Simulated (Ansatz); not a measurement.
# BaTe (Fm-3m): phonons at finite temperature, part 2 of 4

Aim: the vibrations and stability of BaTe with thermal and zero-point motion included.

Ansatz 0.2.0; DFT PBE, scalar-relativistic, plane waves, PAW; PAW set soft_1.

So far. Step 2 (A first coarse run): The start is under 3.9 GPa at this level and looks like an insulator or semiconductor on this mesh.

The database entry behind the starting cell differs from later determinations by our own check (about 2.5 % short), so it need not match the best structure at ambient conditions.

## 4. A second relaxation

The relaxation is run once more from where the first one ended, as the script does after a large change of volume or of the gap, with mesh and occupations reviewed.

input.yaml

```yaml
crystal:
  lattice:
    - [0.0, 3.53290777, 3.53290777]
    - [3.53290777, 0.0, 3.53290777]
    - [3.53290777, 3.53290777, 0.0]
  atoms:
    - { symbol: Ba, position: [0.0, 0.0, 0.0] }
    - { symbol: Te, position: [0.5, 0.5, 0.5] }
kpoints:
  mp_grid: { grid: [8, 8, 8] }
hamiltonian:
  xc: pbe
  pseudopotentials: { kind: paw, azcp: { folder: soft_1 } }
scf:
  occupations: { method: gaussian, width: 0.02 }
  lower_state_search: "off"
output:
  forces: true
  stress: true
  eigenvalues: true
  write_density: true
  write_potential: true
  elf: true
  volumetric_format: npy
relax:
  adjacent_minimum: "off"
  f_tol: 0.005
  max_steps: 80
  cell: { stress_tol: 0.05 }
```

Command:

```sh
ansatz run input.yaml --threads 8 --pin off --max-ram 16384MiB --backend cpu --events-out ev --progress --plain --runs-dir out
```

Numbers of over 12 decimals in the logs are rounded to 6 here.

The log of the run:

```text
[...]
Crystal: 2 atoms, lattice volume = 88.192 Å³
Basis set: ecut = 420 eV, 1759 PW (Γ), exchange–correlation on 72×72×72 points (8 copies of the dense FFT grid, shifted against one another)
Bands: 17, of which v1, the nominal top of the filled ones, is band 13 counted from 1 (12 counted from 0)
Symmetry: 48 space group operations
[...]
k-points: 29 of 512
[...]
SCF iter   1: F=—  HF=-12933.912528 eV  |F-HF|=—  |Δ(HF+E_count)|=         —  Δρ=2.81e-2  dr2=1.57e0  ethr=3.10e-3  ⟨swp⟩=10.7  Hψ=3808  notcnv=0
[...]
SCF iter   7: F=-12933.393945 eV  HF=-12933.393945 eV  |F-HF|=3.07e-9  |Δ(HF+E_count)|=   2.63e-7  Δρ=1.21e-6  dr2=1.20e-9  ethr=3.85e-10  ⟨swp⟩=12.5  Hψ=4066  notcnv=0
SCF 1 converged in 7 iterations: F = -12933.393945 eV  dr2 = 1.20e-9
[...]
relax step   1: F+E_penalty+E_count = -12933.39394505 eV  Δ(F+E_penalty+E_count) = +0.000e0 eV  max|allowed force component| = 1.897e-29 eV/Å  Δτ_max = 0.0000 Å  P = -0.014 GPa  Ω = 88.192 Å³  (7 SCF iters, dr2 threshold 1.00e-7 eV, accepted)
[...]
SCF iter   1: F=—  HF=-12933.393946 eV  |F-HF|=—  |Δ(HF+E_count)|=         —  Δρ=1.45e-6  dr2=1.46e-9  ethr=6.31e-7  ⟨swp⟩=3.0  Hψ=5019  notcnv=0
eigensolver tolerance schedule: the retry pair's looser diagonalisation over-reported the residual by 112430.94 of it (diagonalisation noise at an unbounded share of the residual, at the tolerance the schedule requests for it); recorded, not acted on — ethr = c·dr2/N_el stays at c = 1.0e-1
[...]
SCF iter   2: F=—  HF=-12933.393945 eV  |F-HF|=—  |Δ(HF+E_count)|=   7.32e-7  Δρ=7.47e-7  dr2=5.61e-10  ethr=5.62e-12  ⟨swp⟩=4.1  Hψ=1322  notcnv=0
[...]
SCF iter   4: F=-12933.393945 eV  HF=-12933.393945 eV  |F-HF|=7.28e-12  |Δ(HF+E_count)|=  3.24e-10  Δρ=1.47e-7  dr2=1.05e-11  ethr=1.00e-12  ⟨swp⟩=5.2  Hψ=2454  notcnv=0
SCF 2 converged in 4 iterations: F = -12933.393945 eV  dr2 = 1.05e-11
relax step   2: F+E_penalty+E_count = -12933.39394505 eV  Δ(F+E_penalty+E_count) = -7.058e-10 eV  max|allowed force component| = 1.699e-29 eV/Å  Δτ_max = 0.0000 Å  P = -0.014 GPa  Ω = 88.192 Å³  stress off target by 1.36e-2 GPa  SCF on the basis re-selected at this cell (its energy is not comparable with the rows above)  (4 SCF iters)
[...]
SCF converged after 4 iterations
Free energy (F): -12933.393945 eV
[...]
Internal energy: -12933.393945 eV  (E = F + TS)
E sigma→0 (E₀):  -12933.393945 eV
Fermi energy:    6.933964 eV
[...]
--- Stress (GPa, compression-positive) ---
       -0.013582       0.000000       0.000000
       -0.000000      -0.013582      -0.000000
        0.000000       0.000000      -0.013582
  P = ⅓ Tr σ = -0.0136 GPa (-0.136 kbar)
--- Band table (eV; the first three rows and the last of 29) ---
  k-point 0: bands = [... 9 lower, -3.3245, 6.1062, 6.1062, 6.1062, 8.9745, 9.1268, 9.1268, 9.1268]
  k-point 1: bands = [... 9 lower, -3.2231, 5.6278, 5.9009, 5.9009, 9.1072, 9.3088, 9.3088, 9.6390]
  k-point 2: bands = [... 9 lower, -2.9878, 4.8287, 5.5102, 5.5102, 9.2556, 9.7970, 9.7970, 10.8521]
  k-point 28: bands = [... 9 lower, -2.9503, 4.9269, 5.2332, 5.2332, 9.6290, 9.6290, 10.9118, 11.1904]
--- Relaxed structure (1 steps of the walk, 1 accepted, 1 SCFs on fresh bases) ---
[...]
cell:  # Å, volume = 88.1915 Å³
    - [0.0, 3.53290777, 3.53290777]
    - [3.53290777, 0.0, 3.53290777]
    - [3.53290777, 3.53290777, 0.0]
  atoms:
    - { symbol: Ba, position: [0.0, 0.0, 0.0] }
    - { symbol: Te, position: [0.5, 0.5, 0.5] }
```

The job ended after 1.1 s (8 threads of Arm Neoverse V2, shared host; peak memory 0.44 GiB).

Little changed from the start: no atom moved by 0.005 Å and no cell edge by 0.1 %.

This step gave:

| Property | Result |
| --- | --- |
| pressure | -0.01358 GPa |

ELF in the ac plane of the conventional cell at fractional y = 0.000, with atoms of Ba and Te within 0.2 Å of it. It is the smooth field of the valence electrons, not physical close to the nuclei.

Values, 11 rows by 16 columns, each cell a mean:
```
0.38 0.75 0.71 0.20 0.41 0.68 0.44 0.18 0.14 0.33 0.62 0.59 0.19 0.51 0.81 0.49
0.70 0.59 0.27 0.07 0.31 0.66 0.68 0.60 0.58 0.65 0.70 0.47 0.11 0.16 0.49 0.67
0.28 0.24 0.17 0.09 0.10 0.24 0.33 0.37 0.38 0.35 0.28 0.14 0.07 0.14 0.22 0.27
0.63 0.67 0.65 0.41 0.09 0.09 0.33 0.52 0.55 0.43 0.18 0.06 0.25 0.60 0.68 0.64
0.23 0.40 0.65 0.58 0.17 0.44 0.81 0.66 0.56 0.79 0.64 0.18 0.40 0.70 0.51 0.27
0.04 0.23 0.57 0.59 0.21 0.58 0.79 0.23 0.08 0.63 0.76 0.25 0.42 0.66 0.37 0.08
0.35 0.50 0.69 0.56 0.15 0.35 0.75 0.77 0.74 0.81 0.54 0.13 0.38 0.70 0.57 0.39
0.61 0.62 0.56 0.31 0.07 0.07 0.21 0.35 0.37 0.27 0.10 0.05 0.20 0.49 0.61 0.61
0.27 0.20 0.11 0.06 0.14 0.37 0.49 0.52 0.52 0.50 0.43 0.23 0.07 0.08 0.16 0.25
0.77 0.73 0.42 0.10 0.35 0.70 0.64 0.50 0.47 0.58 0.70 0.53 0.13 0.24 0.65 0.78
0.19 0.67 0.74 0.24 0.42 0.67 0.39 0.11 0.07 0.26 0.59 0.59 0.20 0.56 0.81 0.33
```
Columns run along a (7.1 Å), rows up along c (7.1 Å), edges of the conventional cell, whose origin can differ from the input's. Atoms in or near the plane, at fractional coordinates: Ba at (0.00, 0.00), Ba at (0.50, 0.50), Te at (0.50, 0.00), Te at (0.00, 0.50).

Electrostatic potential energy in the ac plane of the conventional cell at fractional y = 0.000, with atoms of Ba and Te within 0.2 Å of it. With pseudopotentials it is smooth inside the atoms' cores, unlike the true potential.

Ten even steps from '0' (-51 eV) to '9' (10 eV), each cell a mean:
```
00479996499648998610
13689998545469999741
56899999866799999876
88999999999999999998
99999999999999999999
99999999999999999999
88999999877889999998
45899998643578999964
75589986300158999746
97489985100037999659
96489986100047999649
54699997411368999854
67999998765689999986
99999999988899999999
99999999999999999999
99999999999999999999
78899999988899999987
35789999644589999864
01589997467558998630
00379996599748998510
```
Columns run along a (7.1 Å; values clipped at the 3rd and 97th percentile), rows up along c (7.1 Å), edges of the conventional cell, whose origin can differ from the input's. Atoms in or near the plane, at fractional coordinates: Ba at (0.00, 0.00), Ba at (0.50, 0.50), Te at (0.50, 0.00), Te at (0.00, 0.50).

Valence density in the ac plane of the conventional cell at fractional y = 0.000, with atoms of Ba and Te within 0.2 Å of it. It is the smooth field of the valence electrons, not physical close to the nuclei.

Values in e/Å³, 11 rows by 16 columns, each cell a mean:
```
 1  1  1  0  0  0  1  6  8  3  0  0  0  0  1  1
 1  0  0  0  0  0  0  1  1  0  0  0  0  0  0  1
 0  0  0  0  0  0  0  0  0  0  0  0  0  0  0  0
 0  0  0  0  0  0  0  0  0  0  0  0  0  0  0  0
 5  2  0  0  0  0  1  1  1  1  0  0  0  0  1  4
14  4  1  0  0  0  1  1  1  1  1  0  0  0  2 10
 3  1  0  0  0  0  1  1  1  1  0  0  0  0  1  2
 0  0  0  0  0  0  0  0  0  0  0  0  0  0  0  0
 0  0  0  0  0  0  0  0  0  0  0  0  0  0  0  0
 1  1  0  0  0  0  0  1  1  1  0  0  0  0  0  1
 1  1  1  0  0  0  2  9 12  4  1  0  0  0  1  1
```
Columns run along a (7.1 Å), rows up along c (7.1 Å), edges of the conventional cell, whose origin can differ from the input's. Atoms in or near the plane, at fractional coordinates: Ba at (0.00, 0.00), Ba at (0.50, 0.50), Te at (0.50, 0.00), Te at (0.00, 0.50).

## 5. Relaxing to small residual forces and stress

The thresholds are tightened for a last relaxation ahead of the phonons, and where mesh or smearing change with them the cell follows.

input.yaml, the sections that differ from step 4:

```yaml
scf:
  occupations: { method: fixed }
  lower_state_search: "off"
output:
  forces: true
  stress: true
  eigenvalues: true
relax:
  adjacent_minimum: "off"
  f_tol: 0.001
  max_steps: 60
  cell: { stress_tol: 0.01 }
# crystal, kpoints, hamiltonian: as in step 4
```

The log of the run:

```text
[...]
Crystal: 2 atoms, lattice volume = 88.192 Å³
Basis set: ecut = 420 eV, 1759 PW (Γ), exchange–correlation on 72×72×72 points (8 copies of the dense FFT grid, shifted against one another)
Bands: 17, of which v1, the nominal top of the filled ones, is band 13 counted from 1 (12 counted from 0)
Symmetry: 48 space group operations
[...]
k-points: 29 of 512
[...]
k-point 28: bands = [... 9 lower, -2.9463, 4.9306, 5.2374, 5.2374, 9.6336, 9.6336, 10.9176, 11.1966]
--- Relaxed structure (2 steps of the walk, 2 accepted, 1 SCFs on fresh bases) ---
[...]
cell:  # Å, volume = 88.1524 Å³
    - [0, 3.532385, 3.532385]
    - [3.532385, 0, 3.532385]
    - [3.532385, 3.532385, 0]
  atoms:
    - { symbol: Ba, position: [0, 0, 0] }
    - { symbol: Te, position: [0.5, 0.5, 0.5] }
[key lines of the parts left out:]
SCF converged after 6 iterations
Free energy (F): -12933.393948 eV
Fermi energy:    6.110595 eV
P = ⅓ Tr σ = -0.0009 GPa (-0.009 kbar)
```

The job ended after 1.4 s (8 threads; peak memory 0.44 GiB; 8.3 s of CPU time).

Little changed from the start: no atom moved by 0.005 Å and no cell edge by 0.1 %.

Numbers from this step:

```
pressure          : -9.06e-4 GPa
gap on the k-mesh : 1.655 eV
volume per atom   : 44.08 Å³/atom
```

The residual pressure is -9.1e-4 GPa, small enough for phonons.

## 6. A faulty attempt

This input was changed on purpose, to see how the program answers.

input.yaml

```yaml
crystal:
  lattice:
    - [0.0, 3.5323852144, 3.5323852144]
    - [3.5323852144, 0.0, 3.5323852144]
    - [3.5323852144, 3.5323852144, 0.0]
  atoms:
    - { symbol: Ba, position: [0.0, 0.0, 0.0] }
    - { symbol: Te, position: [0.5, 0.5, 0.5] }
kpoints:
  mp_grid: { grid: [6, 6, 6] }
hamiltonian:
  xc: pbe
  pseudopotentials: { kind: paw, azcp: { folder: soft_1 } }
scf:
  occupations: { method: fixed }
  lower_state_search: "off"
  max_iter: 100
output:
  eigenvalues: true
phonons:
  supercell: [2, 2, 2]
  dielectric: false
  self_consistent: { temperatures: [-100] }
```

The log of the run:

```text
Error: invalid value for `phonons.self_consistent.temperatures`: every temperature must be finite and ≥ 0; got -100 K
```

It took 0.49 s on 8 threads; peak memory 0.032 GiB.

The program refused the input before any cycle.

The program's message: “Error: invalid value for `phonons.self_consistent.temperatures`: every temperature must be finite and ≥ 0; got -100 K”

The fault put into the input: a negative temperature.

[end of part 2 of 4]

[Logs are printed without paths, hosts, clocks, repeated set-up lines and the standing remarks that a program may print on its own settings, such as how far it seeks lower states.]

[Hosts, paths, dates, database ids (printed as entryN), source tags and the programs' standing remarks are cut or masked in the printed files.]

[A step with changed settings may run another functional than the one named; its input shows which.]
